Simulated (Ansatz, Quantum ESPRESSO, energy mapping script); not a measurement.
# MnS (Browneite): exchange couplings from total energies, part 2 of 2

How strongly do the moments of MnS (Browneite) couple under PBE+U (4 eV), QE, PseudoDojo? The plan is to run several orders and fit a Heisenberg model.

PBE with U = 4 eV on Mn d, ortho-atomic projectors; plane waves, U on orthogonalised atomic orbitals unless named otherwise, collinear spin, no spin–orbit coupling.

So far. Step 3 (Compensated +− start in cell A (4 atoms)): The run ends antiferromagnetic, 100.55 meV a magnetic atom below the parallel order of its cell. Step 4 (Run 3 (parallel; cell B, 4 atoms)): The run ends ferromagnetic. For each magnetic atom its energy differs from the parallel run of the first cell by -0.89 meV, an error that one common reference would have brought in.

**5. Order 4: compensated +−, cell B of 4 atoms**

Level of this step: PBE with U = 4 eV on Mn d, ortho-atomic projectors, PseudoDojo potentials (Quantum ESPRESSO).

This order reverses 6 of the 12 neighbours at 3.96 Å and 6 of the 6 neighbours at 5.60 Å, counted for an average magnetic atom.

Contents of pw.in:

```
&control
  calculation = 'scf'
  prefix = 'pw'
  outdir = './tmp/'
  pseudo_dir = './pseudo/'
  verbosity = 'low'
/
&system
  ibrav = 0
  nat = 4
  ntyp = 3
  ecutwfc = 84.0001
  ecutrho = 336
  nbnd = 33
  occupations = 'smearing'
  smearing = 'fd'
  degauss = 0.00367493
  nspin = 2
  starting_magnetization(1) = 0.3000
  starting_magnetization(2) = -0.3000
/
&electrons
  conv_thr = 1.0e-08
  electron_maxstep = 120
  mixing_beta = 0.3
  mixing_mode = 'plain'
/
ATOMIC_SPECIES
  Mn1 54.9380 Mn.upf
  Mn2 54.9380 Mn.upf
  S 32.0600 S.upf
CELL_PARAMETERS angstrom
  0.00000000 -2.80000000 -2.80000000
  -2.80000000 0.00000000 -2.80000000
  2.80000000 2.80000000 -5.60000000
ATOMIC_POSITIONS crystal
  Mn1 0.50000000 0.50000000 0.50000000
  Mn2 0.00000000 0.00000000 0.00000000
  S 0.12500000 0.12500000 0.62500000
  S 0.62500000 0.62500000 0.12500000
K_POINTS automatic
  6 6 6 0 0 0
HUBBARD {ortho-atomic}
U Mn1-3d 4
U Mn2-3d 4
```

Run with:

```
$ OMP_NUM_THREADS=1 mpirun -n 4 pw.x -nk 4 -in pw.in > pw.out
```

The program printed:

```text
[banner, memory and clock lines left out]
Program PWSCF v.7.5 starts
[...]
Message from routine set_cutoff:
     ecutrho < 4*ecutwfc, are you sure?
[...]
unit-cell volume          =     592.5578 (a.u.)^3
     number of atoms/cell      =            4
[...]
number of electrons       =        42.00
     number of Kohn-Sham states=           33
[...]
The total energy is F=E-TS. E is the sum of the following terms:
     one-electron contribution =    -304.94467690 Ry
     hartree contribution      =     164.65751958 Ry
     xc contribution           =     -86.26062140 Ry
     ewald contribution        =    -253.43760863 Ry
     Hubbard energy            =       0.09014936 Ry
     total magnetization       =     0.00 Bohr mag/cell
     absolute magnetization    =     9.72 Bohr mag/cell
     convergence has been achieved in  10 iterations
[key lines of the parts left out:]
!    total energy              =    -479.89523799 Ry
the Fermi energy is     7.7306 ev
```

Elapsed: 76 s, on 4 MPI ranks of Intel Xeon Platinum 8559C (Emerald Rapids), shared host; peak memory 0.81 GiB.

The run ends antiferromagnetic, 77.20 meV a magnetic atom below the parallel order of its cell.

**6. Parallel start in cell C (6 atoms)**

A new cell needs its own zero of energy.

Contents of pw.in:

```
&control
  calculation = 'scf'
  prefix = 'pw'
  outdir = './tmp/'
  pseudo_dir = './pseudo/'
  verbosity = 'low'
/
&system
  ibrav = 0
  nat = 6
  ntyp = 2
  ecutwfc = 84.0001
  ecutrho = 336
  nbnd = 54
  occupations = 'smearing'
  smearing = 'fd'
  degauss = 0.00367493
  nspin = 2
  starting_magnetization(1) = 0.3000
/
&electrons
  conv_thr = 1.5e-08
  electron_maxstep = 120
  mixing_beta = 0.3
  mixing_mode = 'plain'
/
ATOMIC_SPECIES
  Mn 54.9380 Mn.upf
  S 32.0600 S.upf
CELL_PARAMETERS angstrom
  0.00000000 -2.80000000 -2.80000000
  -5.60000000 0.00000000 0.00000000
  2.80000000 5.60000000 -2.80000000
ATOMIC_POSITIONS crystal
  Mn 0.66666667 0.66666667 0.33333333
  Mn 0.33333333 0.33333333 0.66666667
  Mn 0.00000000 0.00000000 0.00000000
  S 0.16666667 0.41666667 0.33333333
  S 0.83333333 0.08333333 0.66666667
  S 0.50000000 0.75000000 0.00000000
K_POINTS automatic
  6 6 6 0 0 0
HUBBARD {ortho-atomic}
U Mn-3d 4
```

The program printed:

```text
Program PWSCF v.7.5 starts
[...]
Message from routine set_cutoff:
     ecutrho < 4*ecutwfc, are you sure?
[...]
unit-cell volume          =     888.8366 (a.u.)^3
     number of atoms/cell      =            6
[...]
number of electrons       =        63.00
     number of Kohn-Sham states=           54
     kinetic-energy cutoff     =      84.0001  Ry
     charge density cutoff     =     336.0000  Ry
[...]
total energy              =    -719.82241819 Ry
     estimated scf accuracy    <       0.01697926 Ry
     total magnetization       =    15.00 Bohr mag/cell
     absolute magnetization    =    15.00 Bohr mag/cell
     iteration #  4     ecut=    84.00 Ry     beta= 0.30
[...]
total energy              =    -719.82550780 Ry
     estimated scf accuracy    <       0.00328921 Ry
     total magnetization       =    15.00 Bohr mag/cell
     absolute magnetization    =    15.00 Bohr mag/cell
     iteration #  5     ecut=    84.00 Ry     beta= 0.30
```

It took 2.1 min on 4 MPI ranks; peak memory 1.8 GiB.

The run was stopped unfinished when the time set aside for it ran out, so what it printed is not taken as a result.

**7. Run 6 (parallel; cell D, 6 atoms)**

The parallel order again, as the reference for this cell.

Contents of pw.in:

```
&control
  calculation = 'scf'
  prefix = 'pw'
  outdir = './tmp/'
  pseudo_dir = './pseudo/'
  verbosity = 'low'
/
&system
  ibrav = 0
  nat = 6
  ntyp = 2
  ecutwfc = 84.0001
  ecutrho = 336
  nbnd = 54
  occupations = 'smearing'
  smearing = 'fd'
  degauss = 0.00367493
  nspin = 2
  starting_magnetization(1) = 0.3000
/
&electrons
  conv_thr = 1.5e-08
  electron_maxstep = 120
  mixing_beta = 0.3
  mixing_mode = 'plain'
/
ATOMIC_SPECIES
  Mn 54.9380 Mn.upf
  S 32.0600 S.upf
CELL_PARAMETERS angstrom
  0.00000000 2.80000000 2.80000000
  -2.80000000 0.00000000 -2.80000000
  -5.60000000 -5.60000000 5.60000000
ATOMIC_POSITIONS crystal
  Mn 0.00000000 0.00000000 0.00000000
  Mn 0.33333333 0.66666667 0.66666667
  Mn 0.66666667 0.33333333 0.33333333
  S 0.33333333 0.66666667 0.91666667
  S 0.66666667 0.33333333 0.58333333
  S 0.00000000 0.00000000 0.25000000
K_POINTS automatic
  6 6 3 0 0 0
HUBBARD {ortho-atomic}
U Mn-3d 4
```

The program printed:

```text
[banner, memory and clock lines left out]
Program PWSCF v.7.5 starts
[...]
Message from routine set_cutoff:
     ecutrho < 4*ecutwfc, are you sure?
[...]
unit-cell volume          =     888.8366 (a.u.)^3
     number of atoms/cell      =            6
[...]
number of electrons       =        63.00
     number of Kohn-Sham states=           54
[...]
The total energy is F=E-TS. E is the sum of the following terms:
     one-electron contribution =    -457.31932093 Ry
     hartree contribution      =     246.96215944 Ry
     xc contribution           =    -129.43093342 Ry
     ewald contribution        =    -380.15641294 Ry
     Hubbard energy            =       0.11866640 Ry
     total magnetization       =    15.00 Bohr mag/cell
     absolute magnetization    =    15.00 Bohr mag/cell
     convergence has been achieved in  10 iterations
[key lines of the parts left out:]
!    total energy              =    -719.82584145 Ry
the Fermi energy is     7.8655 ev
```

It took 1.7 min on 4 MPI ranks; peak memory 1.1 GiB.

The run ends ferromagnetic. For each magnetic atom its energy differs from the parallel run of the first cell by -0.92 meV, an error that one common reference would have brought in.

**8. Uncompensated ++− start in cell D (6 atoms)**

Reversing part of the moments probes the couplings between the two sets.

Edit pw.in of step 7 so:

```diff
@@ -10,6 +10,6 @@
   nat = 6
-  ntyp = 2
+  ntyp = 3
   ecutwfc = 84.0001
   ecutrho = 336
-  nbnd = 54
+  nbnd = 49
   occupations = 'smearing'
@@ -19,2 +19,3 @@
   starting_magnetization(1) = 0.3000
+  starting_magnetization(2) = -0.3000
 /
@@ -27,3 +28,4 @@
 ATOMIC_SPECIES
-  Mn 54.9380 Mn.upf
+  Mn1 54.9380 Mn.upf
+  Mn2 54.9380 Mn.upf
   S 32.0600 S.upf
@@ -34,5 +36,5 @@
 ATOMIC_POSITIONS crystal
-  Mn 0.00000000 0.00000000 0.00000000
-  Mn 0.33333333 0.66666667 0.66666667
-  Mn 0.66666667 0.33333333 0.33333333
+  Mn1 0.00000000 0.00000000 0.00000000
+  Mn1 0.33333333 0.66666667 0.66666667
+  Mn2 0.66666667 0.33333333 0.33333333
   S 0.33333333 0.66666667 0.91666667
@@ -43,2 +45,3 @@
 HUBBARD {ortho-atomic}
-U Mn-3d 4
+U Mn1-3d 4
+U Mn2-3d 4
```

The program printed:

```text
Program PWSCF v.7.5 starts
[...]
Message from routine set_cutoff:
     ecutrho < 4*ecutwfc, are you sure?
[...]
unit-cell volume          =     888.8366 (a.u.)^3
     number of atoms/cell      =            6
[...]
number of electrons       =        63.00
     number of Kohn-Sham states=           49
     kinetic-energy cutoff     =      84.0001  Ry
     charge density cutoff     =     336.0000  Ry
[...]
total energy              =    -719.78012465 Ry
     estimated scf accuracy    <       0.35326793 Ry
     total magnetization       =     5.00 Bohr mag/cell
     absolute magnetization    =    14.67 Bohr mag/cell
     iteration #  2     ecut=    84.00 Ry     beta= 0.30
[...]
total energy              =    -719.81504767 Ry
     estimated scf accuracy    <       0.10457292 Ry
     total magnetization       =     5.00 Bohr mag/cell
     absolute magnetization    =    14.62 Bohr mag/cell
     iteration #  3     ecut=    84.00 Ry     beta= 0.30
```

Elapsed: 34 s, on 4 MPI ranks; peak memory 1.1 GiB.

The run was stopped unfinished when the time set aside for it ran out, so what it printed is not taken as a result.

**9. From energies to couplings**

Each energy difference is a sum of couplings weighted by the pairs that the order reverses. A few near shells are fitted to the differences by least squares. Energies are those extrapolated to zero occupation width, not the free energies F.

The orders side by side; each is measured from the parallel order in the same cell and on the same mesh:

```
                   order  atoms  energy (meV a magnetic atom)  moments (μB)  moments kept as typed  opposed neighbours at 3.96, 5.60 Å
      parallel in cell A      4                          0.00          4.36                    yes                                0, 0
compensated +− in cell A      4                       -100.55          4.29                    yes                                8, 0
      parallel in cell B      4                          0.00          4.36                    yes                                0, 0
compensated +− in cell B      4                        -77.20          4.31                    yes                                6, 6
      parallel in cell D      6                          0.00          4.36                    yes                                0, 0
```

The Heisenberg fit (each pair counts twice, positive J is ferromagnetic):

| pair | distance (Å) | neighbours | J (meV) |
| --- | --- | --- | --- |
| Mn–Mn | 3.96 | 12 | -6.28 |
| Mn–Mn | 5.60 | 6 | -0.149 |

These orders cannot tell some unfitted shells from fitted ones: the value at 3.96 Å holds J(3.96) + 2 J(6.86); other unfitted shells add to the values wholly or in part. No temperature is drawn.

Limits of this fit: 2 of the orders did not finish or lost their signs.

**10. Comparison**

The first set of orders, under PBE+U (4 eV), QE, GBRV, took 35 min of CPU time summed over its finished orders (seed run apart), these 23 min.

The two sets resolve different shells, so couplings and temperatures are not set side by side. The lowest order is compensated +− in cell A here and compensated +− in cell A in the first set.

**11. Outcome**

```json
{
 "lowest order tried": "compensated +− in cell A",
 "largest fitted value (a combination of shells), Mn–Mn at 3.96 Å": "-6.28 meV"
}
```

**Reading.** Of the orders tried, MnS (Browneite) prefers the order “compensated +− in cell A” under PBE+U (4 eV), QE, PseudoDojo, with 8 of 12 neighbours at 3.96 Å and 0 of 6 neighbours at 5.60 Å opposed. Orders that were not tried, spirals among them, may lie lower. The largest fitted value is -6.3 meV, at 3.96 Å. It is a combination of shells that these orders cannot split, so neither its size nor its sign can be laid on that pair alone. The orders also reverse pairs at 6.86 Å, which are not fitted, so the fitted values hold their part too. No fitted order reverses the pairs at 7.92 Å, so their coupling is unknown and is set to zero in the model. 2 energy differences fix 2 couplings with none to spare, so the fit tests nothing. In the fitted orders moments change by up to 1.6 % against the parallel run of the same cell, so their size stays put. With a near shell that the orders cannot separate, no temperature is given.

1 further run of the session is left out of this account and of its counts and ranges: runs hit by known faults of a program or its files, repeats, responses too ill-conditioned to give a U, cells squeezed past sense, harmless faults, or fits whose shells could not be counted again from the structure.

[Logs and program files are shortened in this print: banners, set-up blocks, solver, clock and traceback lines can be left out without a mark of their own.]

[Logs are printed without paths, hosts, clocks, repeated set-up lines and the standing remarks that a program may print on its own settings, such as how far it seeks lower states.]

[Hosts, paths, dates, database ids (printed as entryN), source tags and the programs' standing remarks are cut or masked in the printed files.]

[Where a cell is said to come from a database of computed structures, the database is the Materials Project.]
